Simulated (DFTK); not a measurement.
**BeS in DFTK: convergence with k mesh**

BeS:

```xyz
2
Lattice="3.4295 0.0000 0.0000 1.7147 2.9700 0.0000 1.7147 0.9900 2.8001" Properties=species:S:1:pos:R:3 pbc="T T T"
S     5.1442    2.9700    2.1001
Be    0.0000    0.0000    0.0000
```

```yaml
Program: DFTK 0.8.2
Task: convergence study
Functional: PBE
Potentials_or_basis: dojo.nc.sr.pbe.v0_4_1.standard.upf (PBE)
Cutoff: 1197 eV
k_mesh: 1 × 1 × 1
Occupations: fermi-dirac, width 0.02 eV
Spin: collinear spin, ferromagnetic start
Starting_moments: "[0.5, 0.0] μB"
```

These are the settings of the first run; the series varies k mesh, with any setting tied to it.

Hardware: 1 thread of Intel(R) Xeon(R) Platinum 8488C (Sapphire Rapids), with other jobs on the host.

Problem. The values tried are 1 × 1 × 1, 3 × 3 × 3, 4 × 4 × 4, 5 × 5 × 5, 7 × 7 × 7, 8 × 8 × 8, 10 × 10 × 10, 12 × 12 × 12, loosest first. From which on does the pressure stay within 0.1 GPa of the tightest run that finished?

Solution. From 7 × 7 × 7 on.

```tsv
k mesh	energy less the tightest run, at zero smearing (meV/atom)	pressure (GPa)	gap on the mesh (eV)	SCF cycles
1 × 1 × 1	7360.25	84.71	4.784	11
3 × 3 × 3	122.57	3.89	3.799	9
4 × 4 × 4	25.22	2.24	3.101	9
5 × 5 × 5	5.79	1.84	3.403	9
7 × 7 × 7	0.37	1.71	3.267	9
8 × 8 × 8	0.10	1.70	3.114	9
10 × 10 × 10	0.01	1.70	3.114	9
12 × 12 × 12	0.00	1.70	3.114	9
```

Against the tightest run, the energy stays within 1 meV/atom from 7 × 7 × 7 on; the gap on the mesh stays within 0.01 eV from 8 × 8 × 8 on. Meshes of other sizes hit other points, so gaps and Fermi surfaces needn't settle smoothly. The tightest run that finished is the yardstick and may itself not be fully converged.
